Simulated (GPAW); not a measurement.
## A Sb chain with one Pd atom in line: transmission at several levels

How well does a Sb chain with one Pd atom in line conduct at low bias, and how far do basis and functional move the answer?

Method: GPAW LCAO, PAW setups; Landauer transmission from Green's functions with principal layers (ASE), zero bias, in GPAW 26.7.0.

## (1) The starting structure

The cell holds 9 atoms: 8 Sb and 1 Pd. Cell: a = 9.000 Å, b = 9.000 Å, c = 24.473 Å, α = 90.0°, β = 90.0°, γ = 90.0°. Regions: left lead, 4 atoms (4 Sb); channel, 1 atom (1 Pd); right lead, 4 atoms (4 Sb). Vacuum lies along a and b. The structure is stacked along c, and the current runs across the ab planes.

## (2) GPAW, dzp

The script solves lead and junction separately, takes H and S in the orbital basis, and joins semi-infinite leads through their self-energies; the dzp basis is the working standard.

run.py reads:

```python
import json
import numpy as np
from ase import Atoms
from ase.transport.calculators import TransportCalculator
from gpaw import GPAW, FermiDirac
from gpaw.lcao.tools import get_lcao_hamiltonian
from scipy.linalg import eigh

# The junction with lead layers at both ends, along the third cell vector
device = Atoms(
    ['Sb', 'Sb', 'Sb', 'Sb', 'Pd', 'Sb', 'Sb', 'Sb', 'Sb'],
    positions=[
        [4.50000, 4.50000, 1.37500],
        [4.50000, 4.50000, 4.12500],
        [4.50000, 4.50000, 6.87500],
        [4.50000, 4.50000, 9.62500],
        [4.50000, 4.50000, 12.23650],
        [4.50000, 4.50000, 14.84800],
        [4.50000, 4.50000, 17.59800],
        [4.50000, 4.50000, 20.34800],
        [4.50000, 4.50000, 23.09800]],
    cell=[[9.0, 0.0, 0.0], [0.0, 9.0, 0.0], [0.0, 0.0, 24.473]],
    pbc=True)

# One principal layer of the lead: the first 2 atoms of the device
lead = Atoms(
    ['Sb', 'Sb'],
    positions=[
        [4.50000, 4.50000, 1.37500],
        [4.50000, 4.50000, 4.12500]],
    cell=[[9.0, 0.0, 0.0], [0.0, 9.0, 0.0], [0.0, 0.0, 5.5]],
    pbc=True)

settings = dict(mode='lcao', basis='dzp', xc='PBE', h=0.2,
                occupations=FermiDirac(0.1), maxiter=250,
                mixer=dict(beta=0.1, nmaxold=8, weight=100.0),
                convergence=dict(density=0.0001))
energies = np.arange(-2, 2 + 1e-9, 0.05)
eta = 0.0001
n1, n2 = 1, 1
# k and -k transmit alike, so half of the mesh across the current serves
mesh = [(i, j) for i in range(n1) for j in range(n2) if (i, j) <= (-i % n1, -j % n2)]
weights = np.array([1 if (i, j) == (-i % n1, -j % n2) else 2 for i, j in mesh]) / (n1 * n2)

# [... helper functions left out ...]
fermi_lead = ground_state(lead, (1, 1, 20), 'lead.txt')
fermi_device = ground_state(device, (1, 1, 3), 'device.txt')
# [... loop over the mesh left out, but for ...]
        # Shift the lead onto the potential of the device's first layer
        shift = ((H[:, 0, 0] - H0[:, 0, 0]) / S0[0, 0]).real.mean()
# [...]
kT = 8.617333e-5 * 300
bias = [0.1, 0.2, 0.5, 1.0, 1.5, 2.0]
# [... integrals and printing left out ...]
```

The run is started by

```bash
> OMP_NUM_THREADS=1 OPENBLAS_NUM_THREADS=1 python run.py
```

Output:

```text
basis functions: device 211, principal layer 46
Fermi level: lead -3.1685 eV, device -3.2151 eV; lead shifted by -0.0607 eV
largest coupling past the next layer 7.84e-05 eV, largest misfit of the first layer 0.051 eV
  E-E_F (eV)   T (one spin)  [channel counts left out]
    -2.000    9.5696e-01
    -1.950    9.6498e-01
    -1.900    9.7262e-01
    -1.850    9.7974e-01
    -1.800    9.8616e-01
    -1.750    9.9165e-01
    -1.700    9.9593e-01
    -1.650    1.0036e+00
    -1.600    1.1014e+00
    -1.550    1.2249e+00
    -1.500    1.3559e+00
    -1.450    1.4741e+00
    -1.400    1.5660e+00
    -1.350    1.6274e+00
    -1.300    1.6600e+00
    -1.250    1.6680e+00
[...]
1.650    1.0688e+00
     1.700    1.0171e+00
     1.750    9.5555e-01
     1.800    8.7985e-01
     1.850    7.8339e-01
     1.900    6.5515e-01
     1.950    5.6446e-01
     2.000    5.7180e-01
conductance at 300 K: 1.3756 G0 a cell; thermopower -1.748 uV/K
current from the zero-bias T(E) at 0.1 V: 10.656 uA
current from the zero-bias T(E) at 0.2 V: 21.297 uA
current from the zero-bias T(E) at 0.5 V: 53.005 uA
current from the zero-bias T(E) at 1.0 V: 104.56 uA
current from the zero-bias T(E) at 1.5 V: 155.08 uA
current from the zero-bias T(E) at 2.0 V: 208.34 uA
```

Wall time 54 s (1 thread of Arm Neoverse N1, shared host); peak memory 0.85 GiB.

This step gave:

- conductance: 1.376 G₀
- thermopower: -1.748 μV/K
- largest coupling past the next principal layer: 7.84e-5 eV
- largest misfit of the first principal layer: 0.05066 eV
- shift that aligns the lead: -0.06075 eV
- basis functions of the junction: 211
- basis functions of a principal layer: 46
- transmission at the Fermi level (one spin): 1.377

One spin. Table of transmission, zone mean by energy, zero at the Fermi level:

```tsv
energy (eV)	transmission, zone mean
-2.000	0.957
-1.800	0.986
-1.600	1.10
-1.400	1.57
-1.250	1.67
-1.200	1.66
-1.000	1.47
-0.800	1.22
-0.600	1.13
-0.400	1.19
-0.200	1.30
0.000	1.38
0.200	1.43
0.400	1.46
0.600	1.47
0.800	1.45
1.000	1.41
1.200	1.34
1.400	1.25
1.600	1.11
1.800	0.880
2.000	0.572
```

Not self-consistent under bias; the bias window is split evenly. Table of current through one cell, from the zero-bias transmission by bias:

```tsv
bias (V)	current through one cell, from the zero-bias transmission (μA)
0.100	10.7
0.200	21.3
0.500	53.0
1.000	105
1.500	155
2.000	208
```

Table of transmission of the three most open eigenchannels by energy, zero at the Fermi level:

```tsv
energy (eV)	channel 1	channel 2	channel 3
-2.00	0.957	0	0
-1.90	0.973	0	0
-1.80	0.986	7.9e-12	7.9e-12
-1.70	0.996	6.0e-10	6.0e-10
-1.55	0.998	0.114	0.114
-1.45	0.984	0.245	0.245
-1.35	0.950	0.339	0.339
-1.25	0.888	0.390	0.390
-1.15	0.788	0.419	0.419
-1.05	0.646	0.442	0.442
-0.90	0.476	0.476	0.381
-0.80	0.502	0.502	0.213
-0.70	0.528	0.528	0.0888
-0.60	0.553	0.553	0.0202
-0.50	0.574	0.574	1.9e-5
-0.40	0.590	0.590	0.0125
-0.25	0.605	0.605	0.0621
-0.15	0.608	0.608	0.102
-0.05	0.608	0.608	0.143
0.00	0.607	0.607	0.163
0.05	0.605	0.605	0.182
0.15	0.600	0.600	0.218
0.25	0.594	0.594	0.250
0.40	0.582	0.582	0.294
0.50	0.572	0.572	0.321
0.60	0.561	0.561	0.345
0.70	0.548	0.548	0.367
0.80	0.533	0.533	0.388
0.90	0.515	0.515	0.407
1.05	0.482	0.482	0.434
1.15	0.457	0.457	0.451
1.25	0.467	0.428	0.428
1.35	0.482	0.396	0.396
1.45	0.497	0.361	0.361
1.55	0.511	0.320	0.320
1.70	0.532	0.243	0.243
1.80	0.545	0.167	0.167
1.90	0.558	0.0486	0.0486
2.00	0.572	1.0e-9	1.0e-9
```

Couplings past the next layer reach 7.8e-5 eV, small enough to drop; the matrix elements of the cell's first layer differ from the bulk lead's by up to 0.051 eV. That layer keeps its own values in the calculation, and only beyond it is the lead taken as perfect. The Fermi levels of lead and junction count from different zeros of potential, one for each periodic cell; with both set to zero, the small remaining shift is what aligns them. By hand: G = 1.376 × 77.48 μS = 107 μS, a resistance of 9.38 kΩ; at 0.1 V a linear junction would pass 10.7 μA, and the integral over the bias window gives 10.7 μA. Mott's formula, S = -(π²/3)(k_B²T/e) d ln T/dE, has the prefactor 7.33 μV/K·eV at 300 K; T = 1.359 at -0.05 eV and 1.392 at 0.05 eV give a slope of 0.238 per eV and S = -1.74 μV/K, beside -1.75 μV/K from the thermal integral, which interpolates the same grid.

## (3) GPAW, szp: basis = "szp(dzp)"

One radial function a shell plus polarisation makes the matrices smaller; the question is what that costs.

run.py, as its differences from that of step 2:

```diff
@@ -33,3 +33,3 @@
 
-settings = dict(mode='lcao', basis='dzp', xc='PBE', h=0.2,
+settings = dict(mode='lcao', basis='szp(dzp)', xc='PBE', h=0.2,
                 occupations=FermiDirac(0.1), maxiter=250,
```

Output:

```text
basis functions: device 127, principal layer 28
Fermi level: lead -3.3263 eV, device -3.3902 eV; lead shifted by -0.0645 eV
largest coupling past the next layer 7.83e-05 eV, largest misfit of the first layer 0.048 eV
  E-E_F (eV)   T (one spin)  [channel counts left out]
    -2.000    9.8901e-01
    -1.950    9.9330e-01
    -1.900    9.9663e-01
    -1.850    9.9877e-01
    -1.800    9.9943e-01
    -1.750    9.9827e-01
    -1.700    9.9491e-01
    -1.650    9.9428e-01
    -1.600    1.0402e+00
    -1.550    1.1086e+00
    -1.500    1.1897e+00
    -1.450    1.2674e+00
    -1.400    1.3273e+00
    -1.350    1.3622e+00
    -1.300    1.3719e+00
    -1.250    1.3600e+00
[...]
1.650    9.1623e-01
     1.700    8.7689e-01
     1.750    8.2943e-01
     1.800    7.6974e-01
     1.850    6.9091e-01
     1.900    5.8094e-01
     1.950    5.1515e-01
     2.000    5.2642e-01
conductance at 300 K: 1.1771 G0 a cell; thermopower -1.89 uV/K
current from the zero-bias T(E) at 0.1 V: 9.1183 uA
current from the zero-bias T(E) at 0.2 V: 18.224 uA
current from the zero-bias T(E) at 0.5 V: 45.342 uA
current from the zero-bias T(E) at 1.0 V: 89.305 uA
current from the zero-bias T(E) at 1.5 V: 131.8 uA
current from the zero-bias T(E) at 2.0 V: 175.34 uA
```

Wall time 57 s (1 thread); peak memory 0.83 GiB.

This step gave:

```yaml
conductance: 1.177 G₀
thermopower: -1.890 μV/K
largest_coupling_past_the_next_principal_layer: 7.83e-5 eV
largest_misfit_of_the_first_principal_layer: 0.04801 eV
shift_that_aligns_the_lead: -0.06447 eV
basis_functions_of_the_junction: 127
basis_functions_of_a_principal_layer: 28
transmission_at_the_fermi_level_one_spin: 1.178
```

One spin. Table of transmission, zone mean by energy, zero at the Fermi level:

energy (eV), transmission, zone mean and a bar from the least value:
```
    -2.00       0.99 ################
    -1.85       1.00 #################
    -1.70       0.99 #################
    -1.60       1.04 ##################
    -1.45       1.27 ##########################
    -1.30       1.37 ##############################
    -1.15       1.29 ###########################
    -1.05       1.19 #######################
    -0.90       1.03 ##################
    -0.75       0.94 ###############
    -0.60       0.93 ##############
    -0.50       0.96 ###############
    -0.35       1.03 ##################
    -0.20       1.10 ####################
    -0.05       1.16 #######################
     0.00       1.18 #######################
     0.05       1.19 ########################
     0.20       1.23 #########################
     0.35       1.25 ##########################
     0.50       1.26 ##########################
     0.55       1.26 ##########################
     0.60       1.26 ##########################
     0.75       1.25 ##########################
     0.90       1.22 #########################
     1.05       1.19 #######################
     1.15       1.15 ######################
     1.30       1.10 ####################
     1.45       1.03 ##################
     1.60       0.95 ###############
     1.70       0.88 ############
     1.85       0.69 ######
     2.00       0.53
```

Not self-consistent under bias; the bias window is split evenly. Table of current through one cell, from the zero-bias transmission by bias:

```tsv
bias (V)	current through one cell, from the zero-bias transmission (μA)
0.100	9.12
0.200	18.2
0.500	45.3
1.000	89.3
1.500	132
2.000	175
```

Transmission of the three most open eigenchannels against energy, zero at the Fermi level:

```tsv
energy (eV)	channel 1	channel 2	channel 3
-2.00	0.989	0	0
-1.90	0.997	0	0
-1.80	0.999	4.2e-12	4.2e-12
-1.70	0.995	4.0e-10	4.0e-10
-1.55	0.967	0.0710	0.0710
-1.45	0.926	0.170	0.170
-1.35	0.863	0.250	0.250
-1.25	0.771	0.295	0.295
-1.15	0.650	0.320	0.320
-1.05	0.506	0.341	0.341
-0.90	0.375	0.375	0.282
-0.80	0.401	0.401	0.157
-0.70	0.429	0.429	0.0682
-0.60	0.457	0.457	0.0180
-0.50	0.481	0.481	4.1e-4
-0.40	0.501	0.501	0.00622
-0.25	0.520	0.520	0.0403
-0.15	0.527	0.527	0.0711
-0.05	0.529	0.529	0.104
0.00	0.529	0.529	0.120
0.05	0.528	0.528	0.137
0.15	0.524	0.524	0.168
0.25	0.518	0.518	0.198
0.40	0.506	0.506	0.240
0.50	0.496	0.496	0.265
0.60	0.484	0.484	0.289
0.70	0.470	0.470	0.311
0.80	0.454	0.454	0.333
0.90	0.435	0.435	0.352
1.05	0.402	0.402	0.381
1.15	0.398	0.378	0.378
1.25	0.415	0.351	0.351
1.35	0.432	0.323	0.323
1.45	0.448	0.292	0.292
1.55	0.463	0.258	0.258
1.70	0.486	0.196	0.196
1.80	0.500	0.135	0.135
1.90	0.516	0.0327	0.0327
2.00	0.526	6.0e-10	6.0e-10
```

The conductance, 1.18 G₀, lies 14 % below that of the dzp run.

## (4) Minimal basis

The minimal basis is the cheapest rung: no second zeta and no polarisation.

run.py, as its differences from that of step 3:

```diff
@@ -33,3 +33,3 @@
 
-settings = dict(mode='lcao', basis='szp(dzp)', xc='PBE', h=0.2,
+settings = dict(mode='lcao', basis='sz(dzp)', xc='PBE', h=0.2,
                 occupations=FermiDirac(0.1), maxiter=250,
```

Output:

```text
basis functions: device 84, principal layer 18
Fermi level: lead -3.0919 eV, device -3.1919 eV; lead shifted by -0.0810 eV
largest coupling past the next layer 7.89e-05 eV, largest misfit of the first layer 0.045 eV
  E-E_F (eV)   T (one spin)  [channel counts left out]
    -2.000    9.6212e-01
    -1.950    9.7047e-01
    -1.900    9.7822e-01
[...]
1.950    5.4175e-01
     2.000    5.4918e-01
conductance at 300 K: 1.2676 G0 a cell; thermopower -1.968 uV/K
current from the zero-bias T(E) at 0.1 V: 9.8198 uA
current from the zero-bias T(E) at 0.2 V: 19.631 uA
current from the zero-bias T(E) at 0.5 V: 48.924 uA
current from the zero-bias T(E) at 1.0 V: 96.873 uA
current from the zero-bias T(E) at 1.5 V: 143.99 uA
current from the zero-bias T(E) at 2.0 V: 193 uA
```

Run time: 40 s. Hardware: 1 thread; peak memory 0.79 GiB.

Numbers from this step:

```yaml
conductance: 1.268 G₀
thermopower: -1.968 μV/K
largest_coupling_past_the_next_principal_layer: 7.89e-5 eV
largest_misfit_of_the_first_principal_layer: 0.04481 eV
shift_that_aligns_the_lead: -0.08102 eV
basis_functions_of_the_junction: 84
basis_functions_of_a_principal_layer: 18
transmission_at_the_fermi_level_one_spin: 1.268
```

The conductance, 1.27 G₀, lies 7.8 % below that of the dzp run.

## (5) LDA in the dzp basis: xc = "LDA"

Back in the dzp basis, the functional changes from PBE to LDA, to set the spread between functionals beside that between bases.

run.py, as its differences from that of step 4:

```diff
@@ -33,3 +33,3 @@
 
-settings = dict(mode='lcao', basis='sz(dzp)', xc='PBE', h=0.2,
+settings = dict(mode='lcao', basis='dzp', xc='LDA', h=0.2,
                 occupations=FermiDirac(0.1), maxiter=250,
```

Output:

```text
basis functions: device 211, principal layer 46
Fermi level: lead -3.3983 eV, device -3.4631 eV; lead shifted by -0.0475 eV
largest coupling past the next layer 7.80e-05 eV, largest misfit of the first layer 0.044 eV
  E-E_F (eV)   T (one spin)  [channel counts left out]
    -2.000    9.5504e-01
    -1.950    9.6247e-01
    -1.900    9.6965e-01
[...]
1.950    5.7985e-01
     2.000    5.8158e-01
conductance at 300 K: 1.4242 G0 a cell; thermopower -1.865 uV/K
current from the zero-bias T(E) at 0.1 V: 11.032 uA
current from the zero-bias T(E) at 0.2 V: 22.045 uA
current from the zero-bias T(E) at 0.5 V: 54.799 uA
current from the zero-bias T(E) at 1.0 V: 107.75 uA
current from the zero-bias T(E) at 1.5 V: 159.68 uA
current from the zero-bias T(E) at 2.0 V: 215.11 uA
```

The job ended after 45 s (1 thread; peak memory 0.85 GiB).

This step gave:

* conductance: 1.424 G₀
* thermopower: -1.865 μV/K
* largest coupling past the next principal layer: 7.80e-5 eV
* largest misfit of the first principal layer: 0.04372 eV
* shift that aligns the lead: -0.04750 eV
* basis functions of the junction: 211
* basis functions of a principal layer: 46
* transmission at the Fermi level (one spin): 1.426

One spin. Transmission, zone mean against energy, zero at the Fermi level:

```tsv
energy (eV)	transmission, zone mean
-2.000	0.955
-1.800	0.983
-1.600	1.06
-1.400	1.52
-1.200	1.67
-1.000	1.54
-0.800	1.28
-0.600	1.15
-0.400	1.21
-0.200	1.33
0.000	1.43
0.200	1.48
0.400	1.51
0.550	1.51
0.600	1.51
0.800	1.50
1.000	1.46
1.200	1.40
1.400	1.30
1.600	1.16
1.800	0.898
2.000	0.582
```

The conductance, 1.42 G₀, lies 3.5 % above that of the dzp run.

## (6) The ladder

Times are for 1 thread of Arm Neoverse N1, shared host. The series side by side:

```tsv
no.	run	conductance (G₀)	time	memory (GiB)
1	dzp	1.376	54 s	0.85
2	szp	1.177	57 s	0.83
3	sz	1.268	40 s	0.79
4	dzp LDA	1.424	45 s	0.85
```

## (7) Comparison

The curves are compared point by point over the common energies.

This step: comparison of transmission and cost over codes and levels (GPAW 26.7.0).

Ladder, by row:

```tsv
step	code	T at the Fermi level (sum over the listed spins)	conductance (G0)	r.m.s. T(E) from the first	wall time (s)	peak memory (GiB)	threads
dzp	GPAW	1.377	1.376	0	53.64	0.85	1
szp	GPAW	1.178	1.177	0.2029	56.51	0.83	1
sz	GPAW	1.268	1.268	0.131	39.78	0.79	1
dzp-LDA	GPAW	1.426	1.424	0.04272	45.45	0.85	1
```

Transmission, zone mean, sum over the listed spins against energy, zero at the Fermi level:

```tsv
energy (eV)	dzp	szp	sz	dzp-LDA
-2.00	0.957	0.989	0.962	0.955
-1.85	0.980	0.999	0.985	0.976
-1.70	0.996	0.995	1.15	0.993
-1.50	1.36	1.19	1.60	1.30
-1.35	1.63	1.36	1.69	1.59
-1.25	1.67	1.36	1.65	1.67
-1.20	1.66	1.33	1.61	1.67
-1.05	1.53	1.19	1.43	1.59
-0.90	1.33	1.03	1.23	1.41
-0.70	1.15	0.927	1.06	1.18
-0.55	1.13	0.945	1.05	1.15
-0.40	1.19	1.01	1.10	1.21
-0.25	1.27	1.08	1.17	1.30
-0.10	1.34	1.14	1.23	1.38
0.00	1.38	1.18	1.27	1.43
0.10	1.41	1.21	1.30	1.46
0.25	1.44	1.23	1.34	1.49
0.40	1.46	1.25	1.37	1.51
0.55	1.47	1.26	1.38	1.51
0.60	1.47	1.26	1.38	1.51
0.70	1.46	1.25	1.37	1.51
0.90	1.44	1.22	1.32	1.48
1.05	1.40	1.19	1.25	1.45
1.20	1.34	1.14	1.17	1.40
1.35	1.28	1.08	1.08	1.33
1.50	1.19	1.01	0.994	1.24
1.70	1.02	0.877	0.845	1.05
1.85	0.783	0.691	0.572	0.795
2.00	0.572	0.526	0.549	0.582
```

## (8) Broadening 1e-05, density threshold 0.01

The broadening keeps the Green's functions finite; too large a value absorbs electrons where channels are open and leaks them where none are. The Hamiltonian is taken from the last density. The density threshold is one of the tests that end the cycle; the energy must settle too, so a loose value may not be the test that decides.

This step: GPAW LCAO, PAW setups; Landauer transmission from Green's functions with principal layers (ASE), zero bias (GPAW 26.7.0).

run.py, as its differences from that of step 5:

```diff
@@ -33,8 +33,8 @@
 
-settings = dict(mode='lcao', basis='dzp', xc='LDA', h=0.2,
+settings = dict(mode='lcao', basis='dzp', xc='PBE', h=0.2,
                 occupations=FermiDirac(0.1), maxiter=250,
                 mixer=dict(beta=0.1, nmaxold=8, weight=100.0),
-                convergence=dict(density=0.0001))
+                convergence=dict(density=0.01))
 energies = np.arange(-2, 2 + 1e-9, 0.05)
-eta = 0.0001
+eta = 1e-05
 n1, n2 = 1, 1
```

Output:

```text
basis functions: device 211, principal layer 46
Fermi level: lead -3.1697 eV, device -3.2188 eV; lead shifted by -0.0555 eV
largest coupling past the next layer 7.84e-05 eV, largest misfit of the first layer 0.067 eV
  E-E_F (eV)   T (one spin)  [channel counts left out]
    -2.000    9.5536e-01
    -1.950    9.6350e-01
    -1.900    9.7129e-01
    -1.850    9.7859e-01
    -1.800    9.8523e-01
    -1.750    9.9099e-01
    -1.700    9.9560e-01
    -1.650    9.9872e-01
    -1.600    1.1114e+00
    -1.550    1.2480e+00
    -1.500    1.3812e+00
    -1.450    1.4925e+00
    -1.400    1.5739e+00
    -1.350    1.6256e+00
    -1.300    1.6519e+00
    -1.250    1.6573e+00
[...]
1.650    1.0567e+00
     1.700    1.0034e+00
     1.750    9.4126e-01
     1.800    8.6706e-01
     1.850    7.7566e-01
     1.900    6.5898e-01
     1.950    5.6251e-01
     2.000    5.6952e-01
conductance at 300 K: 1.3698 G0 a cell; thermopower -1.534 uV/K
current from the zero-bias T(E) at 0.1 V: 10.611 uA
current from the zero-bias T(E) at 0.2 V: 21.213 uA
current from the zero-bias T(E) at 0.5 V: 52.857 uA
current from the zero-bias T(E) at 1.0 V: 104.63 uA
current from the zero-bias T(E) at 1.5 V: 155.8 uA
current from the zero-bias T(E) at 2.0 V: 209.71 uA
```

The job ended after 45 s (1 thread; peak memory 0.85 GiB).

The run finished with changed settings (eta = 1e-05 and conv = 0.01); it serves as a test.

The two runs compared:

```tsv
quantity	this run	sound run	difference
conductance (G₀)	1.3698	1.3756	-0.00577
thermopower (μV/K)	-1.5338	-1.7484	0.215
largest coupling past the next principal layer (eV)	7.838e-5	7.838e-5	-9.4e-10
largest misfit of the first principal layer (eV)	0.067423	0.050659	0.0168
shift that aligns the lead (eV)	-0.055514	-0.060748	0.00523
transmission at the Fermi level (one spin)	1.3705	1.3765	-0.00604
```

One result that differs is the thermopower, -1.53 μV/K against -1.75 μV/K.

[end of part 1 of 2]

[Logs are printed without paths, hosts, clocks, repeated set-up lines and the standing remarks that a program may print on its own settings, such as how far it seeks lower states.]

[Hosts, paths, dates, database ids (printed as entryN), source tags and the programs' standing remarks are cut or masked in the printed files.]
